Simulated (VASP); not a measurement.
# Cs2AgBiBr6 (Fm-3m) in VASP: settings compared

Aim: see how the results for Cs2AgBiBr6 move with the level of theory and the settings. Levels: PBE, PBEsol. Tasks: relaxation of the atoms, relaxation of cell and atoms.

Program: VASP 6.6.1. These are calculated values, not measurements. Logs are shortened: lines on timing, memory, paths and dates and some standing lists are left out, and cuts for length are marked.

## Step 1: The crystal as given

Symmetry: Fm-3m, No. 225, cubic system. The conventional cell has a = 11.232 Å, b = 11.232 Å, c = 11.232 Å, α = 90.00°, β = 90.00°, γ = 90.00°. Around Cs (site symmetry -43m) lie 12 Br at 3.97 Å. Ag (site symmetry m-3m) is surrounded by 6 Br at 2.80 Å. Bi (site symmetry m-3m) has 6 Br at 2.81 Å as nearest neighbours. Br (site symmetry 4mm) is surrounded by 1 Ag at 2.80 Å and 1 Bi at 2.81 Å.

## Step 2: Relaxation of the atoms, PBE (a relaxed cell with its volume scaled by 1.06)

Input file INCAR:

```
SYSTEM = Cs2AgBiBr6
ALGO = Fast
EDIFF = 1E-7
EDIFFG = -0.01
ENCUT = 300
GGA = PE
IBRION = 2
ISIF = 2
ISMEAR = 0
LASPH = .True.
LCHARG = .False.
LREAL = .False.
LWAVE = .False.
NELM = 80
NSW = 40
PREC = Accurate
SIGMA = 0.03
```

Input file KPOINTS:

```
k-points
0
Gamma
  2 2 2
  0 0 0
```

Input file POSCAR:

```
Cs2AgBiBr6                              
1.0
   -0.0000000000      5.8706539873      5.8706539873
    5.8706539873      0.0000000000      5.8706539873
    5.8706539873      5.8706539873     -0.0000000000
  Cs              Ag              Bi              Br            
     2     1     1     6
Direct
     0.2500000000000000    0.2500000000000000    0.2500000000000000
     0.7500000000000000    0.7500000000000000    0.7500000000000000
     0.5000000000000000    0.5000000000000000    0.5000000000000000
     1.0000000000000000    0.0000000000000000    1.0000000000000000
     0.2502896072630912    0.7497103927369088    0.2502896072630912
     0.2502896072630912    0.7497103927369088    0.7497103927369088
     0.7497103927369088    0.2502896072630912    0.7497103927369088
     0.7497103927369088    0.2502896072630912    0.2502896072630912
     0.2502896072630912    0.2502896072630912    0.7497103927369088
     0.7497103927369088    0.7497103927369088    0.2502896072630912
```

Potentials or basis: VASP PAW PBE potentials, release 64 (Cs_sv, Ag, Bi, Br).

Command:

```console
$ cat potpaw_PBE.64/Cs_sv/POTCAR potpaw_PBE.64/Ag/POTCAR potpaw_PBE.64/Bi/POTCAR potpaw_PBE.64/Br/POTCAR > POTCAR
$ mpirun -np 2 vasp_std > vasp.out
```

OUTCAR:

```text
SYSTEM = Cs2AgBiBr6
   EDIFF = 1E-7
   EDIFFG = -0.01
   ENCUT = 300
   GGA = PE
   IBRION = 2
   ISIF = 2
   ISMEAR = 0
   LASPH = .True.
   LREAL = .False.
   NELM = 80
   NSW = 40
   PREC = Accurate

 ion  position               nearest neighbor table
   1  0.250  0.250  0.250-
   2  0.750  0.750  0.750-
   3  0.500  0.500  0.500-   5 2.93   6 2.93   7 2.93   8 2.93   9 2.93  10 2.93
   4  0.000  0.000  0.000-   5 2.94   6 2.94   7 2.94   8 2.94   9 2.94  10 2.94
   5  0.250  0.750  0.250-   3 2.93   4 2.94
   6  0.250  0.750  0.750-   3 2.93   4 2.94
   7  0.750  0.250  0.750-   3 2.93   4 2.94
   8  0.750  0.250  0.250-   3 2.93   4 2.94
   9  0.250  0.250  0.750-   3 2.93   4 2.94
  10  0.750  0.750  0.250-   3 2.93   4 2.94

  LATTYP: Found a face centered cubic cell.
 ALAT       =    11.7413079746

  Lattice vectors:

 A1 = (   0.0000000000,   5.8706539873,   5.8706539873)
 A2 = (   5.8706539873,   0.0000000000,   5.8706539873)
 A3 = (   5.8706539873,   5.8706539873,   0.0000000000)

Analysis of symmetry for initial positions (statically):
=====================================================================
 Subroutine PRICEL returns:
 Original cell was already a primitive cell.

 Routine SETGRP: Setting up the symmetry group for a
 face centered cubic supercell.

 Subroutine GETGRP returns: Found 48 space group operations
 (whereof 48 operations were pure point group operations)
 out of a pool of 48 trial point group operations.

The static configuration has the point symmetry O_h .

Analysis of symmetry for dynamics (positions and initial velocities):
=====================================================================
 Subroutine PRICEL returns:
 Original cell was already a primitive cell.

 Routine SETGRP: Setting up the symmetry group for a
 face centered cubic supercell.

 Subroutine GETGRP returns: Found 48 space group operations
 (whereof 48 operations were pure point group operations)
 out of a pool of 48 trial point group operations.

The dynamic configuration has the point symmetry O_h .

 Subroutine INISYM returns: Found 48 space group operations
 (whereof 48 operations are pure point group operations),
 and found     1 'primitive' translations

----------------------------------------------------------------------------------------

                                     Primitive cell

  volume of cell :     404.6592

  direct lattice vectors                    reciprocal lattice vectors
     0.000000000  5.870653987  5.870653987    -0.085169387  0.085169387  0.085169387
     5.870653987  0.000000000  5.870653987     0.085169387 -0.085169387  0.085169387
     5.870653987  5.870653987  0.000000000     0.085169387  0.085169387 -0.085169387

  length of vectors
     8.302358489  8.302358489  8.302358489     0.147517705  0.147517705  0.147517705

  position of ions in fractional coordinates (direct lattice)
     0.250000000  0.250000000  0.250000000
     0.750000000  0.750000000  0.750000000
     0.500000000  0.500000000  0.500000000
     0.000000000  0.000000000  0.000000000
     0.250289607  0.749710393  0.250289607
     0.250289607  0.749710393  0.749710393
     0.749710393  0.250289607  0.749710393
     0.749710393  0.250289607  0.250289607
     0.250289607  0.250289607  0.749710393
     0.749710393  0.749710393  0.250289607

  ion indices of the primitive-cell ions
   primitive index   ion index
                 1           1
                 2           2
                 3           3
                 4           4
                 5           5
                 6           6
                 7           7
                 8           8
                 9           9
                10          10

----------------------------------------------------------------------------------------

 KPOINTS: k-points

Automatic generation of k-mesh.
 Grid dimensions read from file:
 generate k-points for:    2    2    2

 Generating k-lattice:

  Cartesian coordinates                     Fractional coordinates (reciprocal lattice)
[... 49 lines left out ...]
  --------------------------------------------------------------------------------------
  -------------------------------------------------------------------------------------
  Total       -2.9868771     -2.9868771     -2.9868771     -0.0000000      0.0000000     -0.0000000
  in kB      -11.8260168    -11.8260168    -11.8260168     -0.0000000      0.0000000     -0.0000000
  external PRESSURE =     -11.8260168 kB  Pullay stress =       0.0000000 kB

 VOLUME and BASIS-vectors are now :
 -----------------------------------------------------------------------------
  energy-cutoff  :      300.00
  volume of cell :      404.66
      direct lattice vectors                 reciprocal lattice vectors
     0.000000000  5.870653987  5.870653987    -0.085169387  0.085169387  0.085169387
     5.870653987  0.000000000  5.870653987     0.085169387 -0.085169387  0.085169387
     5.870653987  5.870653987  0.000000000     0.085169387  0.085169387 -0.085169387
[... 46 lines left out ...]
 -----------------------------------------------------------------------------------
      2.93533      2.93533      2.93533         0.000000      0.000000      0.000000
      8.80598      8.80598      8.80598         0.000000      0.000000      0.000000
      5.87065      5.87065      5.87065         0.000000      0.000000      0.000000
     11.74131      5.87065      5.87065         0.000000      0.000000      0.000000
      5.87065      2.93062      5.87065         0.000000     -0.117306      0.000000
      8.81069      5.87065      5.87065         0.117306      0.000000      0.000000
      5.87065      8.81069      5.87065         0.000000      0.117306      0.000000
      2.93062      5.87065      5.87065        -0.117306      0.000000      0.000000
      5.87065      5.87065      2.93062         0.000000      0.000000     -0.117306
      5.87065      5.87065      8.81069         0.000000      0.000000      0.117306
 -----------------------------------------------------------------------------------
    total drift:                                0.000000      0.000000      0.000000

  FREE ENERGIE OF THE ION-ELECTRON SYSTEM (eV)
  ---------------------------------------------------
  free  energy   TOTEN  =       -29.3769263557 eV

  energy  without entropy=      -29.3769263557  energy(sigma->0) =      -29.37692636

--------------------------------------- Ionic step        3  -------------------------------------------

 number of electron      75.9999991 magnetization

 Free energy of the ion-electron system (eV)
  ---------------------------------------------------
  ext. energy  EPLUGINS =         0.00000000
  ---------------------------------------------------
  free energy    TOTEN  =       -29.38344029 eV

  energy without entropy =      -29.38344029  energy(sigma->0) =      -29.38344029

 E-fermi :   0.2081     XC(G=0):  -7.5734

 val. band max:        0.0498799084   @ k =   0.5000   0.5000   0.0000
 cond. band min:       1.4688350770   @ k =   0.5000   0.0000   0.0000
 fundamental gap:      1.4189551686
 Fermi energy:         0.2080755349

 k-point     1 :       0.0000    0.0000    0.0000
  band No.  band energies     occupation
      1     -20.4520      2.00000
      2     -20.4492      2.00000
      3     -13.9581      2.00000
      4     -13.4605      2.00000
      5     -13.4605      2.00000
      6     -13.4605      2.00000
[... 158 lines left out ...]
 POSITION                                       TOTAL-FORCE (eV/Angst)
 -----------------------------------------------------------------------------------
      2.93533      2.93533      2.93533         0.000000      0.000000      0.000000
      8.80598      8.80598      8.80598        -0.000000     -0.000000     -0.000000
      5.87065      5.87065      5.87065        -0.000000      0.000000     -0.000000
      0.00000      0.00000      0.00000        -0.000000      0.000000     -0.000000
      5.87065      2.91190      5.87065        -0.000000      0.002803      0.000000
      8.82941      5.87065      5.87065        -0.002803      0.000000      0.000000
      5.87065      8.82941      5.87065        -0.000000     -0.002803      0.000000
      2.91190      5.87065      5.87065         0.002803      0.000000      0.000000
      5.87065      5.87065      2.91190        -0.000000      0.000000      0.002803
      5.87065      5.87065      8.82941        -0.000000      0.000000     -0.002803
 -----------------------------------------------------------------------------------
    total drift:                               -0.000000     -0.000000     -0.000000

  FREE ENERGIE OF THE ION-ELECTRON SYSTEM (eV)
  ---------------------------------------------------
  free  energy   TOTEN  =       -29.3834402874 eV

  energy  without entropy=      -29.3834402874  energy(sigma->0) =      -29.38344029

 reached required accuracy - stopping structural energy minimisation
```

It took 51 s on 2 MPI ranks of Intel Xeon Platinum 8488C (Sapphire Rapids), shared host; peak memory 0.25 GiB.

Results:

| Item | Value |
| --- | --- |
| Free energy | -29.3834 eV |
| Energy gained by relaxing | 1.3 meV/atom |
| Ionic steps | 3 |
| Pressure after relaxing | -1.0 GPa |
| Band gap on the k mesh | 1.42 eV, indirect (least direct gap 2.29 eV) |

Forces in eV/Å, atoms in the order of the input:
```
Cs   0.000  0.000  0.000
Cs   0.000  0.000  0.000
Ag   0.000  0.000  0.000
Bi   0.000  0.000  0.000
Br   0.000  0.003  0.000
Br  -0.003  0.000  0.000
Br   0.000 -0.003  0.000
Br   0.003  0.000  0.000
Br   0.000  0.000  0.003
Br   0.000  0.000 -0.003
```

The path:
```tsv
step	energy change (eV)	largest force (eV/Å)	pressure (GPa)
1	0.0000	0.1681	-1.18
2	-0.0070	0.1173	-1.13
3	-0.0135	0.0028	-0.99
```

Final structure:
```xyz
10
Lattice="0.0000 5.8707 5.8707 5.8707 0.0000 5.8707 5.8707 5.8707 0.0000" Properties=species:S:1:pos:R:3 pbc="T T T"
Cs    2.9353    2.9353    2.9353
Cs    8.8060    8.8060    8.8060
Ag    5.8707    5.8707    5.8707
Bi    0.0000    0.0000    0.0000
Br    5.8707    2.9119    5.8707
Br    8.8294    5.8707    5.8707
Br    5.8707    8.8294    5.8707
Br    2.9119    5.8707    5.8707
Br    5.8707    5.8707    2.9119
Br    5.8707    5.8707    8.8294
```

Caveat: the k mesh is coarse (spacing up to 0.46 Å⁻¹), so the values aren't converged; the cutoff is under 1.25 times the usual one of these potentials, so pressure, stress and relaxed cells hold a basis-set (Pulay) error; spin-orbit coupling is left out, which as a rule narrows the gap of such compounds by several tenths of an eV. A k mesh can miss the band edges.

(Continued in part 2 of 2.)
